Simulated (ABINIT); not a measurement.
# Pd (Fm-3m) in ABINIT: notebook

One crystal, Pd, is run at these levels: rPW86PBE, revPBE+D3(BJ), BLYP, LDA-VWN; tasks: band structure, equation of state.

Program: ABINIT 10.8.3 (patched build). These are calculated values, not measurements. Logs are shortened: lines on timing, memory, paths and dates and some standing lists are left out, and cuts for length are marked. The log counts tension as positive stress, the text compression.

## 1. The structure

The structure is cubic, space group Fm-3m (No. 225). The conventional cell has a = 3.893 Å, b = 3.893 Å, c = 3.893 Å, α = 90.00°, β = 90.00°, γ = 90.00°. Pd (site symmetry m-3m) is surrounded by 12 Pd at 2.75 Å.

## 2. Band structure, rPW86PBE

File run.abi:

```
ndtset 2

pp_dirpath "./"
pseudos "Pd.GGA_PBE-JTH.xml"

acell 2.7527666992 2.7527666992 2.7527666992 Angstrom
rprim
     0.0000000000     0.7071067812     0.7071067812
     0.7071067812     0.0000000000     0.7071067812
     0.7071067812     0.7071067812     0.0000000000
ntypat 1
znucl 46
natom 1
typat 1
xred
     0.0000000000     0.0000000000     0.0000000000

ecut 23.0
pawecutdg 45.0

ixc -144130

occopt 3
tsmear 0.00183747

nstep 100

iomode 3
prtwf 0
prteig 0
prtebands 0
enunit 1
prtden1 1
prtvha1 1
prtvclmb1 1
prtpot1 1

kptopt1 1
ngkpt1 12 12 12
nshiftk1 1
shiftk1 0.0 0.0 0.0
nband1 13
tolvrs1 1.0e-9

iscf2 -2
getden2 1
nband2 17
nbdbuf2 2
tolwfr2 1.0e-12
kptopt2 -9
ndivsm2 6
prteig2 1
prtvol2 -3
kptbounds2
     0.0000000000     0.0000000000     0.0000000000
     0.5000000000     0.0000000000     0.5000000000
     0.5000000000     0.2500000000     0.7500000000
     0.3750000000     0.3750000000     0.7500000000
     0.0000000000     0.0000000000     0.0000000000
     0.5000000000     0.5000000000     0.5000000000
     0.6250000000     0.2500000000     0.6250000000
     0.5000000000     0.2500000000     0.7500000000
     0.5000000000     0.5000000000     0.5000000000
     0.3750000000     0.3750000000     0.7500000000
```

Potentials or basis: JTH PAW PBE v2.0.

On the command line:

```
> abinit run.abi > log 2>&1
```

run.abo:

```text
.Version 10.8.3 of ABINIT
 DATASET    1 : space group Fm -3 m (#225); Bravais cF (face-center cubic)
================================================================================
 Values of the parameters that define the memory need for DATASET  1.
     intxc =       0    ionmov =       0      iscf =      17    lmnmax =      18
     lnmax =       6     mgfft =      24  mpssoang =       3    mqgrid =    3001
     natom =       1  nloc_mem =       2    nspden =       1   nspinor =       1
    nsppol =       1      nsym =      48    n1xccc =       1    ntypat =       1
    occopt =       3   xclevel =       2
       mpw =         534          nfft =       13824          nkpt =          72
 PAW method is used; the additional fine FFT grid is defined by:
   mgfftf=        32    nfftf =     32768
================================================================================
================================================================================

 DATASET    2 : space group Fm -3 m (#225); Bravais cF (face-center cubic)
================================================================================
 Values of the parameters that define the memory need for DATASET  2.
     intxc =       0    ionmov =       0      iscf =      -2    lmnmax =      18
     lnmax =       6     mgfft =      24  mpssoang =       3    mqgrid =    3001
     natom =       1  nloc_mem =       2    nspden =       1   nspinor =       1
    nsppol =       1      nsym =      48    n1xccc =       1    ntypat =       1
    occopt =       3   xclevel =       2
       mpw =         535          nfft =       13824          nkpt =         103
 PAW method is used; the additional fine FFT grid is defined by:
   mgfftf=        32    nfftf =     32768
================================================================================
================================================================================

--------------------------------------------------------------------------------
------------- Echo of variables that govern the present computation ------------
--------------------------------------------------------------------------------
 -outvars: echo values of preprocessed input variables --------
            acell      5.2019751500E+00  5.2019751500E+00  5.2019751500E+00 Bohr
              amu      1.06420000E+02
             ecut      2.30000000E+01 Hartree
           enunit           1
           getden1          0
           getden2          1
             iscf1         17
             iscf2         -2
              ixc     -144130
           jdtset        1    2
           kptopt1          1
           kptopt2         -9
         kptrlatt       12    0    0      0   12    0      0    0   12
          kptrlen1     6.24237018E+01
          kptrlen2     3.00000000E+01
            natom           1
[... 990 lines left out ...]
  1.0269E+00  1.1886E+00  1.4712E+00  1.5384E+00  1.5898E+00

--- !ResultsGS
iteration_state: {dtset: 2, }
comment   : Summary of ground state results
lattice_vectors:
- [  0.0000000,   3.6783519,   3.6783519, ]
- [  3.6783519,   0.0000000,   3.6783519, ]
- [  3.6783519,   3.6783519,   0.0000000, ]
lattice_lengths: [   5.20198,    5.20198,    5.20198, ]
lattice_angles: [ 60.000,  60.000,  60.000, ] # degrees, (23, 13, 12)
lattice_volume:   9.9538209E+01
convergence: {deltae:  0.000E+00, res2:  0.000E+00, residm:  9.990E-13, diffor:  0.000E+00, }
etotal    :  -1.28882043E+02
entropy   :   0.00000000E+00
fermie    :   4.38000898E-01
cartesian_stress_tensor: null
pressure_GPa: null
xred      :
- [  0.0000E+00,   0.0000E+00,   0.0000E+00, Pd]
cartesian_forces: null
force_length_stats: {min: null, max: null, mean: null, }
...

 Integrated electronic density in atomic spheres:
 ------------------------------------------------
 Atom  Sphere_radius  Integrated_density
    1        2.51165         16.93691559

================================================================================

 ----iterations are completed or convergence reached----

 Mean square residual over all n,k,spin=   63.526E-14; max=  99.900E-14
 reduced coordinates (array xred) for    1 atoms
       0.000000000000      0.000000000000      0.000000000000

 cartesian coordinates (angstrom) at end:
    1      0.00000000000000     0.00000000000000     0.00000000000000
 length scales=  5.201975150007  5.201975150007  5.201975150007 bohr
              =  2.752766699200  2.752766699200  2.752766699200 angstroms
 Eigenvalues (   eV  ) for nkpt= 103  k points:
 kpt#   1, nband= 17, wtk=  1.00000, kpt=  0.0000  0.0000  0.0000 (reduced coord)
 -72.31921  -37.76944  -37.76944  -37.76944    4.85478    9.10876    9.10876    9.10876
  10.70032   10.70032   29.15924   33.92352   33.92352   33.92352   39.20321   42.41524
  42.41524
 kpt#   2, nband= 17, wtk=  1.00000, kpt=  0.0294  0.0000  0.0294 (reduced coord)
 -72.31860  -37.77288  -37.77075  -37.77075    4.89795    9.08538    9.12788    9.12788
  10.67609   10.70948   29.20634   33.74416   33.90207   33.90207   39.50808   42.18554
  42.25758
 kpt#   3, nband= 17, wtk=  1.00000, kpt=  0.0588  0.0000  0.0588 (reduced coord)
 -72.31678  -37.78309  -37.77463  -37.77463    5.02626    9.01658    9.18505    9.18505
  10.60537   10.73672   29.34515   33.30697   33.82508   33.82508   40.31565   41.64947
  41.65228
 kpt#   4, nband= 17, wtk=  1.00000, kpt=  0.0882  0.0000  0.0882 (reduced coord)
 -72.31383  -37.79965  -37.78096  -37.78096    5.23581    8.90631    9.27967    9.27967
  10.49424   10.78133   29.56837   32.77653   33.65667   33.65667   41.06331   41.06340
  41.42889
 kpt#   5, nband= 17, wtk=  1.00000, kpt=  0.1176  0.0000  0.1176 (reduced coord)
[... 381 lines left out ...]
  11.71873   17.86014   19.40285   25.14739   29.74629   31.54490   41.08137   41.10418
  43.28010
 kpt# 101, nband= 17, wtk=  1.00000, kpt=  0.4000  0.4000  0.7000 (reduced coord)
 -72.25148  -38.08712  -38.00080  -37.87709    7.44544    8.18102    9.55878   10.55867
  11.70178   18.61545   19.53514   24.00743   29.08689   31.86268   41.38902   41.45970
  42.42914
 kpt# 102, nband= 17, wtk=  1.00000, kpt=  0.3875  0.3875  0.7250 (reduced coord)
 -72.24991  -38.08116  -38.01383  -37.88473    7.33257    8.00345    9.76824   10.80135
  11.71527   19.26432   19.64448   23.10689   28.47569   32.13266   40.95968   41.63894
  42.58955
 kpt# 103, nband= 17, wtk=  1.00000, kpt=  0.3750  0.3750  0.7500 (reduced coord)
 -72.24897  -38.08903  -38.00816  -37.89110    7.22158    7.82463   10.00928   10.97538
  11.77623   19.18304   20.08891   22.75018   27.94238   32.34422   40.03418   41.86086
  43.26125

== END DATASET(S) ==============================================================
================================================================================

 -outvars: echo values of variables after computation  --------
            acell      5.2019751500E+00  5.2019751500E+00  5.2019751500E+00 Bohr
           etotal1    -1.2888204301E+02
            fcart1    -0.0000000000E+00 -0.0000000000E+00 -0.0000000000E+00
            rprim      0.0000000000E+00  7.0710678120E-01  7.0710678120E-01
                       7.0710678120E-01  0.0000000000E+00  7.0710678120E-01
                       7.0710678120E-01  7.0710678120E-01  0.0000000000E+00
           strten1    -6.2570932426E-04 -6.2570932426E-04 -6.2570932426E-04
                       0.0000000000E+00  0.0000000000E+00  0.0000000000E+00
 Calculation completed.
```

Run time: 35 s. Hardware: 1 thread of Intel Xeon 6975P-C (Granite Rapids), shared host; peak memory 0.12 GiB.

What came out:

- Free energy: -3507.0591 eV
- Pressure: 18.4 GPa
- Band gap on the k mesh: none (metal or under the smearing width)
- Valence electrons inside the program's atomic spheres: Pd 16.94 (radii [1.3291] Å)

Levels at the corners of the path, in eV from the Fermi level:
```csv
point,band 5,band 6,band 7,band 8,band 9,band 10,band 11,band 12,band 13,band 14
Γ,-7.06,-2.81,-2.81,-2.81,-1.22,-1.22,17.24,22.00,22.00,22.00
X,-5.35,-5.07,-0.05,0.31,0.31,3.56,10.72,13.33,13.33,21.35
W,-4.28,-3.33,-3.33,-1.31,0.31,9.05,9.05,10.30,11.74,25.78
K,-4.70,-4.09,-1.91,-0.94,-0.14,7.26,8.17,10.83,16.02,20.43
Γ,-7.06,-2.81,-2.81,-2.81,-1.22,-1.22,17.24,22.00,22.00,22.00
L,-5.25,-2.86,-2.86,-0.01,-0.01,1.24,7.30,16.63,21.16,21.16
U,-4.70,-4.09,-1.91,-0.94,-0.14,7.26,8.17,10.83,16.02,20.43
W,-4.28,-3.33,-3.33,-1.31,0.31,9.05,9.05,10.30,11.74,25.78
L,-5.25,-2.86,-2.86,-0.01,-0.01,1.24,7.30,16.63,21.16,21.16
K,-4.70,-4.09,-1.91,-0.94,-0.14,7.26,8.17,10.83,16.02,20.43
```

Caveat: so large a pressure means that the cell lies far from this level's equilibrium, or that cutoff or potentials fall short; the potentials were made for another functional, which shifts forces and pressure.

(Continued in part 2 of 2.)
